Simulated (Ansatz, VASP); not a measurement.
# Two plane-wave programs on Au

The input POSCAR:

```
Au
1.0
    0.0000000000      2.0615246536      2.0615246536
    2.0615246536      0.0000000000      2.0615246536
    2.0615246536      2.0615246536      0.0000000000
Au
1
Direct
    0.0000000000      0.0000000000      0.0000000000
```

INCAR.step1

```
PREC = Accurate
ENCUT = 520
ISMEAR = -1
SIGMA = 0.1
LREAL = F
LASPH = T
NELM = 60
NBANDS = 12
GGA = PE
ALGO = Normal
EDIFF = 1E-4
LWAVE = T
LCHARG = F
```

The input INCAR.step2:

```
PREC = Accurate
ENCUT = 520
EDIFF = 1E-6
ISMEAR = -1
SIGMA = 0.1
LREAL = F
LASPH = T
NELM = 60
ALGO = Normal
ISIF = 2
LWAVE = F
LCHARG = F
METAGGA = R2SCAN
LMIXTAU = T
NBANDS = 12
ISTART = 1
```

The input KPOINTS:

```
regular mesh
0
Gamma
  5 5 5
```

Input for Ansatz:

```yaml
crystal:
  lattice:
    - [0.0, 2.0615246536, 2.0615246536]
    - [2.0615246536, 0.0, 2.0615246536]
    - [2.0615246536, 2.0615246536, 0.0]
  atoms:
    - { symbol: Au, position: [0.0, 0.0, 0.0] }
hamiltonian:
  xc: r2scan
  pseudopotentials:
    kind: paw
    azcp:
      Au: "pseudopotentials/Au.paw.azcp"
basis:
  ecutwfc: 500
  fft_grid_basis: typed
kpoints:
  mp_grid: { grid: [5, 5, 5], shift: [0, 0, 0] }
magnetization:
  spin_polarized: false
scf:
  occupations: { method: fermi_dirac, width: 0.1 }
  lower_state_search: "off"
output:
  stress: true
  write_density: true
  write_potential: true
  elf: true
  volumetric_format: npy
```

Alike in both runs: task single point; functional r2SCAN; k mesh 5 × 5 × 5; occupations fermi-dirac, width 0.1 eV; no spin polarisation.

|  | VASP | Ansatz |
| --- | --- | --- |
| version | VASP 6.6.1 | Ansatz 0.2.0 |
| potentials or method | VASP PAW PBE potentials, release 64 (Au) | plane waves (500 eV) with PAW, scalar-relativistic |
| plane-wave cutoff (eV) | 520 | 500 |
| valence electrons in the cell | 11 | 19 |

Ansatz gave:

```
pressure (GPa) : -0.7
```

**Question.** Estimate VASP's values.

**Answer.** Pressure (GPa): -0.4.

The functional is the same, so the differences come from potentials, cutoffs and numerics. The two sets of potentials don't hold the same shells in valence.

Caveats: the k mesh is coarse (spacing up to 0.53 Å⁻¹), so the values aren't converged; the PAW data sets were made with another functional, which shifts forces and pressure a little (VASP). Spin-orbit coupling is left out, which matters for the levels of Au.
